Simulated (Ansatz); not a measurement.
## Cost of a DFT run on Si₈O₁₅

```yaml
crystal:
  lattice:
    - [0.0, 4.9329, 6.4645]
    - [4.9329, 0.0, 6.4645]
    - [4.9329, 4.9329, 0.0]
  atoms:
    - { symbol: Si, position: [0.25, 0.25, 0.567705] }
    - { symbol: Si, position: [0.75, 0.75, 0.067705] }
    - { symbol: Si, position: [0.942705, 0.307295, 0.375] }
    - { symbol: Si, position: [0.442705, 0.807295, 0.875] }
    - { symbol: Si, position: [0.0, 0.0, 0.182295] }
    - { symbol: Si, position: [0.5, 0.5, 0.682295], spin: 0.5 }
    - { symbol: Si, position: [0.557295, 0.192705, 0.125], spin: 0.5 }
    - { symbol: Si, position: [0.057295, 0.692705, 0.625] }
    - { symbol: O, position: [0.94908, 0.85285, 0.41549] }
    - { symbol: O, position: [0.59242, 0.95951, 0.17592] }
    - { symbol: O, position: [0.09242, 0.45951, 0.67592] }
    - { symbol: O, position: [0.10285, 0.19908, 0.53258] }
    - { symbol: O, position: [0.60285, 0.69908, 0.03258] }
    - { symbol: O, position: [0.70951, 0.34242, 0.52215] }
    - { symbol: O, position: [0.20951, 0.84242, 0.02215] }
    - { symbol: O, position: [0.90758, 0.54049, 0.22785] }
    - { symbol: O, position: [0.40758, 0.04049, 0.72785] }
    - { symbol: O, position: [0.39715, 0.30092, 0.33451] }
    - { symbol: O, position: [0.89715, 0.80092, 0.83451] }
    - { symbol: O, position: [0.79049, 0.15758, 0.07408] }
    - { symbol: O, position: [0.29049, 0.65758, 0.57408] }
    - { symbol: O, position: [0.05092, 0.14715, 0.21742] }
    - { symbol: O, position: [0.55092, 0.64715, 0.71742] }
magnetization:
  spin_polarized: true
total_charge: 1
kpoints:
  mp_grid: { grid: [3, 3, 3] }
scf:
  occupations: { method: fermi_dirac, width: 0.01 }
hamiltonian:
  xc: pbe
  pseudopotentials: { kind: paw }
output:
  forces: true
  stress: true
  populations: true
  efg: { quadrupole_moments_barn: { O: -0.02558 }, contact_densities: true }
  write_density: true
  write_potential: true
  elf: true
  volumetric_format: npy
```

```sh
ansatz run input.yaml --threads 1 --pin off --max-ram 3072MiB --backend cpu --events-out ev --progress --plain --runs-dir out
```

It runs on 1 thread of Arm Neoverse V1 (aarch64; 8 cores open to the job, memory cap 3.0 GiB, no GPU), a shared host with a load of 0.4 a core.

(1) Estimate the wall time and the peak memory.

Results:

(1) About 3.9 min of wall time (3.9 min of CPU time) and 0.94 GiB. The run holds 121 valence electrons in 84 bands, about 6177 plane waves a k-point and 14 irreducible k-points, and took 13 SCF iterations. Times on a shared host vary by tens of per cent.
